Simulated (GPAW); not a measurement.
A run of GPAW 26.7.0 is set up as follows.

File run.py:

```python
from ase import Atoms
from ase.dft.bandgap import bandgap
from ase.io import write
from ase.units import GPa
from gpaw import GPAW, PW, setup_paths

setup_paths.insert(0, '.')

atoms = Atoms(['Pb', 'Pb', 'S', 'S'],
              cell=[[2.079952695, -5.991296865, 0.0],
                    [2.079952695, 5.991296865, 0.0],
                    [0.0, 0.0, 4.27932094]],
              scaled_positions=[[0.13056335, 0.86943665, 0.25],
                                [0.86943665, 0.13056335, 0.75],
                                [0.35479709, 0.64520291, 0.25],
                                [0.64520291, 0.35479709, 0.75]],
              pbc=True)

calc = GPAW(mode=PW(600),
            xc='PBE',
            kpts={'size': (4, 4, 4), 'gamma': True},
            occupations={'name': 'fermi-dirac', 'width': 0.05},
            nbands=33,
            convergence={'density': 1e-05, 'energy': 1e-05},
            maxiter=150,
            txt='gpaw.txt')
atoms.calc = calc
energy = atoms.get_potential_energy()
forces = atoms.get_forces()
stress = atoms.get_stress()
calc.write('gs.gpw')
write('result.traj', atoms)
print(f'Energy: {energy:.6f} eV')
print('Forces (eV/A):')
print(forces.round(4))
print('Stress (GPa):', (stress / GPa).round(3))
print('Fermi level:', round(calc.get_fermi_level(), 4), 'eV')
print(f'Gap: {bandgap(calc)[0]:.4f} eV, direct: {bandgap(calc, direct=True)[0]:.4f} eV')

path = atoms.cell.bandpath('GXSRAZGYX1A1TY,ZT', npoints=60, eps=1e-4)
bs_calc = calc.fixed_density(kpts=path, symmetry='off', nbands=53,
                             convergence={'bands': 'CBM+6.0', 'eigenstates': 1e-6}, txt='bands.txt')
bs = bs_calc.band_structure()
bs.write('bs.json')
print(f'Gap on the path: {bandgap(bs_calc)[0]:.4f} eV')
```

Potentials or basis: PAW data sets generated in the run's folder for this functional, pw.

Command:

```console
$ gpaw-setup -f PBE Pb S
$ OMP_NUM_THREADS=1 python run.py
```

**Question.** Predict the band gap along the path.

**Answer.** 1.11 eV, indirect (least direct gap 1.21 eV).

**Question.** Predict the largest force.

**Answer.** 0.048 eV/Å.

**Question.** What does it give for the band gap on the k mesh?

**Answer.** 1.26 eV, indirect (least direct gap 1.63 eV).

**Question.** Predict the pressure.

**Answer.** 0.7 GPa.

Stress tensor (GPa, compression positive):
```
0.74 0.00 0.00
0.00 0.86 0.00
0.00 0.00 0.59
```

Caveat: the k mesh is coarse; spin-orbit coupling is left out, which as a rule narrows the gap of such compounds by several tenths of an eV; the mesh misses the band edges, which the band path finds closer together; the program warned that so skewed a cell can give wrong results.
